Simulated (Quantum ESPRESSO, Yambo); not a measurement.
# Quasiparticle gap of NaCl (Fm-3m) in Yambo, part 2 of 2

How does a plane-wave GW calculation on NaCl (Fm-3m) run from the first input to the gap?

Quantum ESPRESSO 7.5 and Yambo 5.3.0; PBE and many-body steps on it, plane waves. Known limits of the many-body steps: not at the basis limit; coarse k mesh.

So far. Step 2 (Ground state): The gap is direct, at Γ. Step 3 (Bands along the symmetry lines): The gap is 5.150 eV, as in the run before at this level.

The database entry behind the starting cell differs from later determinations by our own check (an axis about 0.4 % short against later determinations), so it need not match the best structure at ambient conditions.

**4. Empty states on the mesh, 4×4×4 mesh, 108 bands**

Level of this step: DFT, PBE, plane waves, norm-conserving pseudopotentials (Quantum ESPRESSO).

The sums over transitions need many empty states on a uniform mesh; this step solves for them.

Contents of pw.in:

```
&control
  calculation = 'nscf'
  prefix = 'x'
  outdir = 'o'
  pseudo_dir = 'pseudo'
/
&system
  ibrav = 0
  nat = 2
  ntyp = 2
  ecutwfc = 76.0
  nbnd = 108
  force_symmorphic = .true.
/
&electrons
  conv_thr = 1e-9
  electron_maxstep = 80
  diago_full_acc = .true.
  diago_thr_init = 5e-6
/
ATOMIC_SPECIES
  Na 22.99 Na.upf
  Cl 35.45 Cl.upf
CELL_PARAMETERS angstrom
  0.0000000000 2.8100000000 2.8100000000
  2.8100000000 0.0000000000 2.8100000000
  2.8100000000 2.8100000000 0.0000000000
ATOMIC_POSITIONS crystal
  Na 0.0000000000 0.0000000000 0.0000000000
  Cl 0.5000000000 0.5000000000 0.5000000000
K_POINTS automatic
  4 4 4 0 0 0
```

On the command line:

```console
$ OMP_NUM_THREADS=1 mpirun -n 4 pw.x -nk 4 -in pw.in > pw.out
```

Output:

```text
[banner, memory and clock lines left out]
Program PWSCF v.7.5 starts

     Atomic positions and unit cell read from directory:
     o/x.save/

     Message from routine setup:
     using ibrav=0 with symmetry is DISCOURAGED, use correct ibrav instead

     G-vector sticks info

     bravais-lattice index     =            0
     lattice parameter (alat)  =       7.5097  a.u.
     unit-cell volume          =     299.4646 (a.u.)^3
     number of atoms/cell      =            2
     number of atomic types    =            2
     number of electrons       =        16.00
     number of Kohn-Sham states=          108
     kinetic-energy cutoff     =      76.0000  Ry
     charge density cutoff     =     304.0000  Ry
     Exchange-correlation= PBE
                           (   1   4   3   4   0   0   0)

     celldm(1)=   7.509658  celldm(2)=   0.000000  celldm(3)=   0.000000
     celldm(4)=   0.000000  celldm(5)=   0.000000  celldm(6)=   0.000000

     crystal axes: (cart. coord. in units of alat)
               a(1) = (   0.000000   0.707107   0.707107 )
               a(2) = (   0.707107   0.000000   0.707107 )
               a(3) = (   0.707107   0.707107   0.000000 )

     reciprocal axes: (cart. coord. in units 2 pi/alat)
               b(1) = ( -0.707107  0.707107  0.707107 )
               b(2) = (  0.707107 -0.707107  0.707107 )
               b(3) = (  0.707107  0.707107 -0.707107 )
     Pseudo is Norm-conserving, Zval =  9.0
     Generated using ONCVPSP code by D. R. Hamann
     Using radial grid of 1992 points,  4 beta functions with:
     Pseudo is Norm-conserving + core correction, Zval =  7.0
     Generated using ONCVPSP code by D. R. Hamann
     Using radial grid of 1028 points,  6 beta functions with:
     Na                9.00    22.99000     Na( 1.00)
     Cl                7.00    35.45000     Cl( 1.00)

     48 Sym. Ops., with inversion, found

   Cartesian axes

     site n.     atom                  positions (alat units)
         1        Na     tau(   1) = (   0.0000000   0.0000000   0.0000000  )
         2        Cl     tau(   2) = (   0.7071068   0.7071068   0.7071068  )

     number of k points=     8
                       cart. coord. in units 2pi/alat
        k(    1) = (   0.0000000   0.0000000   0.0000000), wk =   0.0312500
        k(    2) = (   0.1767767   0.1767767  -0.1767767), wk =   0.2500000
        k(    3) = (  -0.3535534  -0.3535534   0.3535534), wk =   0.1250000
[...]
k(    7) = (  -0.7071068   0.0000000   0.0000000), wk =   0.0937500
        k(    8) = (  -0.7071068   0.3535534   0.0000000), wk =   0.1875000

     Dense  grid:    26813 G-vectors     FFT dimensions: (  45,  45,  45)

     The potential is recalculated from file :
     o/x.save/charge-density

     Starting wfcs are    9 randomized atomic wfcs +   99 random wfcs

     Band Structure Calculation

     End of band structure calculation

          k = 0.0000 0.0000 0.0000 (  3383 PWs)   bands (ev):

   -47.7639 -19.6862 -19.6862 -19.6862 -11.5392   1.1413   1.1413   1.1413
     6.2911  12.2033  12.2033  12.2033  14.2947  14.2947  16.0863  18.3681
    18.3681  18.3681  25.1767  26.7630  26.7630  26.7630  28.7516  28.7516
[...]
91.5227  91.5227  92.8448  92.8448

          k = 0.1768 0.1768-0.1768 (  3362 PWs)   bands (ev):

[...]
94.9555  94.9555  96.5216  96.5216

          k =-0.3536-0.3536 0.3536 (  3354 PWs)   bands (ev):

[...]
84.2234  84.2234  85.1277  86.1551  86.2774  87.1790  87.5674  87.5674
    88.5499  88.5499  91.5029  92.9513  92.9513  94.3593  94.8003  94.8003
    95.9137  96.1711  96.1711  96.4395

          k = 0.3536 0.0000 0.0000 (  3359 PWs)   bands (ev):

     [... further k-points ...]

     highest occupied, lowest unoccupied level (ev):     1.1413    6.2911

     XML data file, pseudopotentials, collected wavefunctions
```

The job ended after 6.8 s (4 MPI ranks of Arm Neoverse V1, shared host; peak memory 0.32 GiB).

This step gave:

```yaml
gap: 5.150 eV
k_of_the_valence_top: 0, 0, 0
k_of_the_conduction_bottom: 0, 0, 0
least_direct_gap: 5.150 eV
k_points_computed: 8
lowest_point_of_the_top_converged_band_above_the_valence_top: 91.7034 eV
```

On this mesh the gap is 5.150 eV.

**5. Conversion and set-up**

This step: Yambo 5.3.0; conversion and set-up on PBE, plane waves, norm-conserving pseudopotentials.

The states are converted to the many-body program's format and the q mesh is built.

On the command line:

```console
$ (cd o/x.save; p2y > p2y.log; mv SAVE ../..); yambo > setup.log
```

Output:

```text
 Yambo, version 5.3.0

 [02] CORE Variables Setup
 =========================

  [02.01] Unit cells
  ==================

  Cell kind             :  FCC
  Atoms in the cell     :  Na  Cl
  number of Na atoms    :  1
  number of Cl atoms    :  1

  List of atomic masses
  Mass of Na    :  22.99000
  Mass of Cl    :  35.45000

  List of atomic coordinates    : [cc]
  Na1       :  0.000000  0.000000  0.000000  order 1
  Cl1       :  5.310130  5.310130  5.310130  order 2

  Alat factors          :  5.310130  5.310130  5.310130 [a.u.]
  Direct lattice volume :  299.4646 [a.u.]
  Direct lattice vectors:  A[ 1 ]  A[ 2 ]  A[ 3 ]
   A[ 1 ]:  0.000000  1.000000  1.000000  [iru]
   0.000000  5.310130  5.310130  [cc]
   A[ 2 ]:  1.000000  0.000000  1.000000  [iru]
   5.310130  0.000000  5.310130  [cc]
   A[ 3 ]:  1.000000  1.000000  0.000000  [iru]
   5.310130  5.310130  0.000000  [cc]

  Recip. lattice volume :  0.828312 [a.u.]
  Recip. lattice vectors:  B[ 1 ]  B[ 2 ]  B[ 3 ]
   B[ 1 ]: -0.500000  0.500000  0.500000  [iku]
  -0.591623  0.591623  0.591623  [cc]
   B[ 2 ]:  0.500000 -0.500000  0.500000  [iku]
   0.591623 -0.591623  0.591623  [cc]
   B[ 3 ]:  0.500000  0.500000 -0.500000  [iku]
   0.591623  0.591623 -0.591623  [cc]

  [02.02] Symmetries
  ==================

  Inversion symmetry    : yes
  Spatial inversion     : yes
  Inversion index       :  25
  K-space Time-reversal : no
  Magnetic symmetries   : no
  Group table correct   : yes
  Symmetries units      :  [cc]

   [S  1]:   1.0000      0.20663E-16  0.20663E-16  0.20663E-16   1.0000     -0.20663E-16 -0.20663E-16 -0.20663E-16   1.0000
   [S  2]:  -1.0000     -0.20663E-16  0.20663E-16 -0.20663E-16  -1.0000     -0.20663E-16  0.20663E-16  0.20663E-16   1.0000
   [S  3]:  -1.0000      0.20663E-16 -0.20663E-16 -0.20663E-16   1.0000      0.20663E-16  0.20663E-16 -0.20663E-16  -1.0000
[...]
[... 36 further rows ...]
   [S 47]:  0.20663E-16   1.0000     -0.20663E-16 -0.20663E-16  0.20663E-16  -1.0000       1.0000     -0.20663E-16  0.20663E-16
   [S 48]:  0.20663E-16  -1.0000      0.20663E-16 -0.20663E-16 -0.20663E-16   1.0000       1.0000      0.20663E-16 -0.20663E-16

  [02.03] Reciprocal space
  ========================

  nG shells         :  293
  nG charge         :  26813
  nG WFs            :   4067
  nC WFs            :   3383
  G-vecs. in first 29 shells:  [ Number ]
     1    9   15   27   51   59   65   89  113
    137   169   181   229   259   283   307   331   339
    387   411   459   531   537   561   609   645   701
    725   749
  ...
  Shell energy in first 29 shells:  [ mHa ]
    0.00000      525.026      700.034      1400.07      1925.09      2100.10      2800.14      3325.16      3500.17
    4200.21      4725.23      5600.28      6125.30      6300.31      7000.34      7525.37      7700.38      8400.41
[...]
BZ  K-points                                      :   64

  K/Q-points units:
  rlu = crystal or reduced units; cc = cartesian coordinates; iku = interal k-units

  K [1]          [rlu]:  0.000000  0.000000  0.000000
         WF components:   3383
  K [2]          [rlu]:  0.30764E-17  0.30764E-17  0.25000
         WF components:   3362
  K [3]          [rlu]: -0.61529E-17 -0.61529E-17 -0.50000
         WF components:   3354
  K [4]          [rlu]:  0.15802E-17  0.25000      0.25000
         WF components:   3359
  K [5]          [rlu]: -0.17826E-16  0.25000     -0.50000
         WF components:   3339
  [... 2 further k-points ...]
  K [8]          [rlu]:  0.250000 -0.500000 -0.250000
         WF components:   3316

  [02.05] Energies & Occupations
  ==============================

  [X] === General ===
  [X] Electronic Temperature                        :  0.000000  0.000000 [eV K]
  [X] Bosonic    Temperature                        :  0.000000  0.000000 [eV K]
  [X] Finite Temperature mode                       : no
  [X] El. density                                   :  0.36055E+24 [cm-3]
  [X] Fermi Level                                   :  1.141321 [eV]

  [X] === Gaps and Widths ===
  [X] Conduction Band Min                           :  5.149762 [eV]
  [X] Valence Band Max                              :  0.000000 [eV]
  [X] Filled Bands                                  :   8
  [X] Empty Bands                                   :    9  108
  [X] Direct Gap                                    :  5.149762 [eV]
  [X] Direct Gap localized at k                     :  1
  [X] Indirect Gap                                  :  5.149762 [eV]
  [X] Indirect Gap between kpts                     :  1  1
  [X] Last valence band width                       :  0.763888 [eV]
  [X] 1st conduction band width                     :  3.695208 [eV]

  E @ K [1]:  [eV]
   -48.905      -20.828      -20.828      -20.828      -12.681     -0.85436E-09 -0.68449E-09   0.0000
    5.14976  11.06198  11.06198  11.06198  13.15342  13.15342  14.94499  17.22677
  occ @ K [1]
   2.000000  2.000000  2.000000  2.000000  2.000000  2.000000  2.000000  2.000000
[...]
E @ K [2]:  [eV]
[...]
occ @ K [2]
[...]
E @ K [3]:  [eV]
[...]
occ @ K [3]
[...]
E @ K [4]:  [eV]
[...]
occ @ K [4]
[...]
E @ K [5]:  [eV]
[...]
occ @ K [5]
[...]
[... 2 further k-points ...]
  E @ K [8]:  [eV]
[...]
occ @ K [8]
   2.000000  2.000000  2.000000  2.000000  2.000000  2.000000  2.000000  2.000000
   0.000000  0.000000  0.000000  0.000000  0.000000  0.000000  0.000000  0.000000

 [03] Transferred momenta grid and indexing
 ==========================================

 IBZ Q-points                                      :   8
 BZ  Q-points                                      :   64

 K/Q-points units:
 rlu = crystal or reduced units; cc = cartesian coordinates; iku = interal k-units

 Q [1]          [rlu]:  0.000000  0.000000  0.000000
 Q [2]          [rlu]:  0.30764E-17  0.30764E-17  0.25000
 Q [3]          [rlu]: -0.61529E-17 -0.61529E-17 -0.50000
[...]
Q [7]          [rlu]: -0.31603E-17 -0.50000     -0.50000
 Q [8]          [rlu]:  0.250000 -0.500000 -0.250000

  [03.01] X indexes
  =================

   [03.01.01] Sigma indexes
   ========================

 [06] Game Over & Game summary
```

Elapsed: 2.4 s, on 1 MPI rank; peak memory 0.24 GiB.

**6. Screening and self-energy, 4×4×4 mesh, 108 bands, screening to 163.3 eV**

Now the one-shot GW correction: screening in the RPA, then the self-energy of the levels asked for.

This step: G0W0 on PBE, plane waves, norm-conserving pseudopotentials.

Contents of gw1.in:

```
HF_and_locXC
gw0
dyson
ppa
em1d
rim_cut
RandQpts= 1000000
RandGvec= 1 RL
EXXRLvcs= 76 Ry
VXCRLvcs= 304 Ry
Chimod= "HARTREE"
% BndsRnXp
 1 | 108 |
%
NGsBlkXp= 12 Ry
% LongDrXp
 1 | 1 | 1 |
%
% GbndRnge
 1 | 108 |
%
DysSolver= "n"
ExtendOut
PPAPntXp= 27.21138 eV
% QPkrange
 1 | 1 | 7 | 10 |
%
```

On the command line:

```console
$ OMP_NUM_THREADS=1 mpirun -n 4 yambo -F gw1.in -J gw1 -C gw1 > gw1.log
```

Output:

```text
 Yambo, version 5.3.0

 [02] CORE Variables Setup
 =========================

  [... cell, symmetries and grids as in the set-up ...]

  [02.05] Energies & Occupations
  ==============================

  [X] === General ===
  [X] Electronic Temperature                        :  0.000000  0.000000 [eV K]
  [X] Bosonic    Temperature                        :  0.000000  0.000000 [eV K]
  [X] Finite Temperature mode                       : no
  [X] El. density                                   :  0.36055E+24 [cm-3]
  [X] Fermi Level                                   :  1.141321 [eV]

  [X] === Gaps and Widths ===
  [X] Conduction Band Min                           :  5.149762 [eV]
  [X] Valence Band Max                              :  0.000000 [eV]
  [X] Filled Bands                                  :   8
  [X] Empty Bands                                   :    9  108
  [X] Direct Gap                                    :  5.149762 [eV]
  [X] Direct Gap localized at k                     :  1
  [X] Indirect Gap                                  :  5.149762 [eV]
  [X] Indirect Gap between kpts                     :  1  1
  [X] Last valence band width                       :  0.763888 [eV]
  [X] 1st conduction band width                     :  3.695208 [eV]

 [03] Transferred momenta grid and indexing
 ==========================================

 IBZ Q-points                                      :   8
 BZ  Q-points                                      :   64

 K/Q-points units:
 rlu = crystal or reduced units; cc = cartesian coordinates; iku = interal k-units

 Q [1]          [rlu]:  0.000000  0.000000  0.000000
 Q [2]          [rlu]:  0.30764E-17  0.30764E-17  0.25000
 Q [3]          [rlu]: -0.61529E-17 -0.61529E-17 -0.50000
 Q [4]          [rlu]:  0.15802E-17  0.25000      0.25000
 Q [5]          [rlu]: -0.19398E-16  0.25000      0.50000
 Q [6]          [rlu]: -0.61529E-17  0.25000     -0.25000
 Q [7]          [rlu]: -0.31603E-17 -0.50000     -0.50000
 Q [8]          [rlu]:  0.250000 -0.500000 -0.250000

 [04] Coloumb potential Random Integration (RIM)
 ===============================================

  [04.01] RIM initialization
  ==========================

  * Diagonal components only detected *

  8 x (sBL volume)        :  0.103539 [a.u.]
  sBZ random points       :  1000000
  Points outside the sBZ  :   7968281
  RL volume               :  0.828312 [a.u.]
  Integrated volume       :  0.831609 [a.u.]

  [04.02] RIM integrals
  =====================

  Gamma point sphere radius             :  0.085176 [a.u.]
  Points outside the sphere             :   800476
  [Int_sBZ(q=0) 1/q^2]*(Vol_sBZ)^(-1/3) =:  7.776341
                                 should be <:  7.795600

  Summary of Coulomb integrals for non-metallic bands |Q|[au] RIM/Bare

  Q [1] 0.100000E-4 0.997530 * Q [2] 0.256180 1.067779
  Q [4] 0.295811 1.067204 * Q [6] 0.418340 1.030488
  Q [5] 0.490547 1.022568 * Q [3] 0.512360 1.021209
  Q [7] 0.591623 1.017560 * Q [8] 0.661454 1.014308

 [05] Dipoles
 ============

  [05.01] Setup: observables and procedures
  =========================================

 [06] Dynamic Dielectric Matrix (PPA)
 ====================================

 [WR./gw1//ndb.pp]---------------------------------------------------------------
  Brillouin Zone Q/K grids (IBZ/BZ)                :    8   64    8   64
  RL vectors                                       :   4111 [WF]
  Coulomb cutoff potential                         : none
  Electronic Temperature                           :  0.000000 [K]
  Bosonic    Temperature                           :  0.000000 [K]
  PPA    diel. fun.  energies                      : Perdew, Burke & Ernzerhof(X)+Perdew, Burke & Ernzerhof(C)
  wavefunctions                                    : Perdew, Burke & Ernzerhof(X)+Perdew, Burke & Ernzerhof(C)
  Global Gauge                                     : length
  X matrix size                                    :  229
  X band range                                     :    1  108
  X e/h energy range                               : -1.000000 -1.000000 [eV]
  X Time ordering                                  : R
  X Hxc Kernel                                     : HARTREE
  X Drude frequency                                :  0.000000  0.000000
  X poles                                          :  100.0000 [o/o]
  RL vectors in the sum                            :   4111
  [r,Vnl] included                                 : yes
  Field direction                                  :  0.577350E-5  0.577350E-5  0.577350E-5
  BZ energy Double Grid                            : no
  BZ energy DbGd points                            : 0
  BZ Q point size factor                           : -1.000000
  X Optical Averaged directions                    : none

 [07] Local Exchange-Correlation + Non-Local Fock
 ================================================

 [VXC] Plane waves :  26813
 [EXS] Plane waves :   3479

 QP @ state[ 1 ] K range:  1  1
 QP @ state[ 1 ] b range:   7  10

 [xc] Functional : Perdew, Burke & Ernzerhof(X)+Perdew, Burke & Ernzerhof(C)
 [xc] LIBXC used to calculate xc functional
  PP Number of Atomic Species                      :  2
  NLCC RL compoments                               :  26813
  PP Number of Atomic Species                      :  2
  NLCC RL compoments                               :  26813

 [xc] E_xc :  -9.855422 [Ha]
      E_xc :  -19.71084 [Ry]

  Local XC kind (lXC) : Perdew, Burke & Ernzerhof(X)+Perdew, Burke & Ernzerhof(C)
  Non-Local XC kind (nlXC) : Hartree-Fock

  Corrections @ K [1] :  [eV]
 <7|nlXC|7> = -18.89291  0.54367E-17 <7|lXC|7> = -14.49345 -0.27893E-20
 <8|nlXC|8> = -18.89287 -0.19498E-17 <8|lXC|8> = -14.49345 -0.28323E-15
 <9|nlXC|9> = -4.202671 -0.12581E-17 <9|lXC|9> = -8.177510  0.21767E-18
 <10|nlXC|10> = -3.619753 -0.11100E-17 <10|lXC|10> = -8.376305 -0.47204E-16

 [08] Dyson equation: Newton solver
 ==================================

  [08.01] G0W0 (W PPA)
  ====================

  [  GW  ] Bands range     :    1  108
  [GW/PPA] G damping       :  0.100000 [eV]

  QP @ state[ 1 ] K range:  1  1
  QP @ state[ 1 ] b range:   7  10

   Sc/G bands                                       :    1  108
   Sc/G damping                                     :  0.100000 ev
   Sc bands terminator                              : no
   Sx RL components                                 :   3479

   QP @ state[ 1 ] K range                          :  1  1
   QP @ state[ 1 ] b range                          :   7  10
   GF energies kind                                 : Perdew, Burke & Ernzerhof(X)+Perdew, Burke & Ernzerhof(C)
   GF WF`s kind                                     : Perdew, Burke & Ernzerhof(X)+Perdew, Burke & Ernzerhof(C)
   Xs energies kind                                 : Perdew, Burke & Ernzerhof(X)+Perdew, Burke & Ernzerhof(C)
   Xs WF`s kind                                     : Perdew, Burke & Ernzerhof(X)+Perdew, Burke & Ernzerhof(C)

 [11] Game Over & Game summary
```

Run time: 46 s. Hardware: 4 MPI ranks; peak memory 1.5 GiB.

Numbers from this step:

```
G0W0 gap on the points computed              : 8.046 eV
starting gap on the mesh                     : 5.150 eV
k of the valence top                         : 0, 0, 0
k of the conduction bottom                   : 0, 0, 0
least direct G0W0 gap on the computed points : 8.046 eV
Z at the valence top                         : 0.8157
Z at the conduction bottom                   : 0.8679
```

The gap on the mesh goes from 5.15 eV to 8.05 eV, a correction of +2.90 eV.

Limits: finite bands, cutoff and mesh; coarse k mesh. v1 is the top filled band, c1 the lowest empty one. The levels before and after the correction (eV, zero at the valence-band top of each column):

```tsv
	conduction bottom	valence top
Kohn-Sham	5.15	0.00
G0W0	8.05	0.00
```

```tsv
	level	energy (eV)
Kohn-Sham	Γ v2-v1	0.000
Kohn-Sham	Γ c1	5.150
Kohn-Sham	Γ c2	11.062
G0W0	Γ v2-v1	0.000
G0W0	Γ c1	8.046
G0W0	Γ c2	14.446
```

**7. Where the time went**

Times are wall times on the hardware named with each run, good to a factor of about two.

```tsv
step	time	share	memory (GiB)
ground state	4.3 s	7 %	0.24
bands along the symmetry lines	4.6 s	7 %	0.21
empty states on the mesh	6.8 s	11 %	0.32
conversion and set-up	2.4 s	4 %	0.24
screening and self-energy	46 s	72 %	1.5
```

**8. What came out**

| Property | Result |
| --- | --- |
| PBE gap | 5.15 eV, direct |
| G0W0 gap on the mesh | 8.05 eV |
| GW settings | 4×4×4 mesh, 108 bands, screening to 163.3 eV, Godby-Needs plasmon pole |
| known limits | not at the basis limit; coarse k mesh |

**Reading.** G0W0 moves the gap on the mesh from 5.15 eV to 8.05 eV (+2.90 eV), with Z of 0.82 and 0.87 at the edges. Only 1 of the mesh's irreducible points was corrected, so a valley elsewhere could overtake. The dearest step here is «screening and self-energy». Bands and cutoff are finite, so the gap is not at the basis limit. The miss can reach some tenths of an eV and take either sign; the mesh is an error of its own. In the G0W0 run levels were corrected at 1 k point alone, so a gap called «on the mesh» is the least over those, and an edge elsewhere would be missed. The 4×4×4 mesh is coarse for this cell, which bears on the long-range parts of exchange and screening.

[Paths, hosts, dates, memory and timing lines, banners, echoed tables and standing remarks are left out of the program output.]

[Logs are printed without paths, hosts, clocks, repeated set-up lines and the standing remarks that a program may print on its own settings, such as how far it seeks lower states.]

[Runs of the session that timed out or met a known fault of the program may be left out.]

[Hosts, paths, dates, database ids (printed as entryN), source tags and the programs' standing remarks are cut or masked in the printed files.]
